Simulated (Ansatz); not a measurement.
TiB2 under changes of volume

One of the cells (8.552 Å³/atom); the others are scaled copies at fixed shape and fractional positions:

```
Ti B
1.0
     3.02920    0.00000    0.00000
    -1.51460    2.62336    0.00000
     0.00000    0.00000    3.22840
Ti B
1 2
Cartesian
  0.0000 0.0000 0.0000
  1.5146 0.8745 1.6142
  0.0000 1.7489 1.6142
```

```yaml
Program: Ansatz 0.2.0
Functional: PBEsol
Potentials_or_basis: all-electron LAPW, scalar-relativistic
Cutoff: 282 eV (chosen from the basis error)
Basis_error_allowed: 0.002 eV/atom
k_mesh: 10 × 10 × 8
Occupations: fermi-dirac, width 0.05 eV
Spin: no spin polarisation
```

```tsv
volume (Å³/atom)	energy over the lowest point (meV/atom)	pressure (GPa)
8.039	?	?
8.210	3.11	5.8
8.381	0.00	0.1
8.552	2.72	-5.1
8.723	10.72	-9.8
8.894	23.50	-14.1
9.065	40.63	-17.9
```

Problem. What does the run at 8.039 Å³/atom give?

Solution. Energy over the lowest point 12.66 meV/atom; pressure 12.2 GPa.

Worked out: A Birch-Murnaghan fit of order 3 (a polynomial in V^(-2/3)) to the other rows has its minimum at 8.38 Å³/atom with B0 = V·E''(V) = 267 GPa and B' = 3.8 at fixed shape and positions, which overstates the stiffness. It gives 12.65 meV/atom at 8.039 Å³/atom, against the run's 12.66, and -dE/dV = 12.2 GPa, against 12.2.

Energies are extrapolated to zero smearing.
